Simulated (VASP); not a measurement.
# CuCl (Nantokite) (F-43m) in VASP: settings compared, part 2 of 2

VASP 6.6.1. The steps go on from the part before.

**5. Relaxation of cell and atoms, PBEsol**

This run uses another cell than the first one, of 18.60 Å³/atom, 0.942 times its volume.

Contents of INCAR:

```
SYSTEM = CuCl
  ALGO = Normal
  EDIFF = 1E-7
  EDIFFG = -0.005
  ENCUT = 600
  GGA = PS
  IBRION = 2
  ISIF = 3
  ISMEAR = 0
  LASPH = .TRUE.
  LCHARG = .FALSE.
  LREAL = .FALSE.
  LWAVE = .FALSE.
  NELM = 80
  NSW = 90
  PREC = Accurate
  SIGMA = 0.03
```

Contents of KPOINTS:

```
k-points
0
G
  10 10 10
  0 0 0
```

Contents of POSCAR:

```
CuCl                                    
1.0
   -0.0000000000      2.6497729770      2.6497729770
    2.6497729770     -0.0000000000      2.6497729770
    2.6497729770      2.6497729770      0.0000000000
  Cu              Cl            
     1     1
Direct
     0.0000000000000000    0.0000000000000000    0.0000000000000000
     0.2500000000000000    0.2500000000000000    0.2500000000000000
```

Potentials or basis: VASP PAW PBE potentials, release 64 (Cu, Cl).

The run is started by

```sh
cat potpaw_PBE.64/Cu/POTCAR potpaw_PBE.64/Cl/POTCAR > POTCAR
mpirun -np 1 vasp_std > vasp.out
```

OUTCAR:

```text
SYSTEM = CuCl
   EDIFF = 1E-7
   EDIFFG = -0.005
   ENCUT = 600
   GGA = PS
   IBRION = 2
   ISIF = 3
   ISMEAR = 0
   LASPH = .TRUE.
   LREAL = .FALSE.
   NELM = 80
   NSW = 90
   PREC = Accurate

 ion  position               nearest neighbor table
   1  0.000  0.000  0.000-   2 2.29   2 2.29   2 2.29   2 2.29
   2  0.250  0.250  0.250-   1 2.29   1 2.29   1 2.29   1 2.29

  LATTYP: Found a face centered cubic cell.
 ALAT       =     5.2995459540

  Lattice vectors:

 A1 = (   0.0000000000,   2.6497729770,   2.6497729770)
 A2 = (   2.6497729770,   0.0000000000,   2.6497729770)
 A3 = (   2.6497729770,   2.6497729770,   0.0000000000)

Analysis of symmetry for initial positions (statically):
=====================================================================
 Subroutine PRICEL returns:
 Original cell was already a primitive cell.

 Routine SETGRP: Setting up the symmetry group for a
 face centered cubic supercell.

 Subroutine GETGRP returns: Found 24 space group operations
 (whereof 24 operations were pure point group operations)
 out of a pool of 48 trial point group operations.

The static configuration has the point symmetry T_d .

Analysis of symmetry for dynamics (positions and initial velocities):
=====================================================================
 Subroutine PRICEL returns:
 Original cell was already a primitive cell.

 Routine SETGRP: Setting up the symmetry group for a
 face centered cubic supercell.

 Subroutine GETGRP returns: Found 24 space group operations
 (whereof 24 operations were pure point group operations)
 out of a pool of 48 trial point group operations.

The dynamic configuration has the point symmetry T_d .

 Subroutine INISYM returns: Found 24 space group operations
 (whereof 24 operations are pure point group operations),
 and found     1 'primitive' translations

----------------------------------------------------------------------------------------

                                     Primitive cell

[... 123 lines left out ...]
 Gauss-broadening in eV      SIGMA  =   0.03
  energy-cutoff  :      600.00
  volume of cell :       37.21
 maximum number of plane-waves:      1266
 NGX is ok and might be reduce to    30
   NGX = 15   NGY = 15   NGZ = 15

 number of electron      18.0000004 magnetization

 Free energy of the ion-electron system (eV)
  ---------------------------------------------------
  ext. energy  EPLUGINS =         0.00000000
  ---------------------------------------------------
  free energy    TOTEN  =        -7.06183784 eV

  energy without entropy =       -7.06183784  energy(sigma->0) =       -7.06183784

 E-fermi :   4.5575     XC(G=0):  -9.9741

 val. band max:        4.3799184891   @ k =   0.0000   0.0000   0.0000
 cond. band min:       4.9261875633   @ k =   0.0000   0.0000   0.0000
 fundamental gap:      0.5462690742
 Fermi energy:         4.5574864898

 k-point     1 :       0.0000    0.0000    0.0000
  band No.  band energies     occupation
      1     -12.9392      2.00000
      2      -0.8291      2.00000
      3      -0.8291      2.00000
      4      -0.8291      2.00000
      5       2.6499      2.00000
      6       2.6499      2.00000
      7       4.3799      2.00000
      8       4.3799      2.00000
      9       4.3799      2.00000
     10       4.9262      0.00000
     11      11.0610      0.00000
     12      11.0610      0.00000
     13      11.0610      0.00000
[... 354 lines left out ...]
  band No.  band energies     occupation
      1     -12.3775      2.00000
      2      -2.3099      2.00000
      3      -0.9951      2.00000
      4      -0.9041      2.00000
      5       2.4151      2.00000
      6       2.8100      2.00000
      7       3.0687      2.00000
      8       3.3412      2.00000
      9       3.4293      2.00000
     10       7.9284      0.00000
     11       9.1275      0.00000
     12      12.2185      0.00000
     13      13.7460      0.00000

 [... further k-points ...]

------------------------ aborting loop because EDIFF is reached ----------------------------------------

  FORCE on cell =-STRESS in cart. coord.  units (eV):
  Direction    XX          YY          ZZ          XY          YZ          ZX
  --------------------------------------------------------------------------------------
  -------------------------------------------------------------------------------------
  Total        0.0006257      0.0006257      0.0006257      0.0000000      0.0000000      0.0000000
  in kB        0.0269423      0.0269423      0.0269423      0.0000000      0.0000000      0.0000000
  external PRESSURE =       0.0269423 kB  Pullay stress =       0.0000000 kB

 VOLUME and BASIS-vectors are now :
 -----------------------------------------------------------------------------
  energy-cutoff  :      600.00
  volume of cell :       37.21
      direct lattice vectors                 reciprocal lattice vectors
     0.000000000  2.649772977  2.649772977    -0.188695411  0.188695411  0.188695411
     2.649772977  0.000000000  2.649772977     0.188695411 -0.188695411  0.188695411
     2.649772977  2.649772977  0.000000000     0.188695411  0.188695411 -0.188695411

 POSITION                                       TOTAL-FORCE (eV/Angst)
 -----------------------------------------------------------------------------------
      0.00000      0.00000      0.00000         0.000000      0.000000      0.000000
      1.32489      1.32489      1.32489        -0.000000     -0.000000     -0.000000
 -----------------------------------------------------------------------------------
    total drift:                               -0.000001     -0.000001     -0.000001

  FREE ENERGIE OF THE ION-ELECTRON SYSTEM (eV)
  ---------------------------------------------------
  free  energy   TOTEN  =        -7.0618378430 eV

  energy  without entropy=       -7.0618378430  energy(sigma->0) =       -7.06183784

 reached required accuracy - stopping structural energy minimisation
```

It took 14 s on 1 thread of Intel Xeon 6975P-C (Granite Rapids), shared host; peak memory 0.18 GiB.

Results:

| Property | Result |
| --- | --- |
| Free energy | -7.0618 eV |
| Pressure after relaxing | 0.0 GPa |
| Band gap on the k mesh | 0.55 eV, direct |

Final structure:
```
Cu Cl
1.0
     0.00000    2.64977    2.64977
     2.64977    0.00000    2.64977
     2.64977    2.64977    0.00000
Cu Cl
1 1
Direct
  0.00000 0.00000 0.00000
  0.25000 0.25000 0.25000
```

Caveat: the relaxation stopped at its first step, so nothing moved; the PAW data sets were made with another functional, which shifts forces and pressure a little. As with any semilocal functional, this PBEsol gap is likely too small.
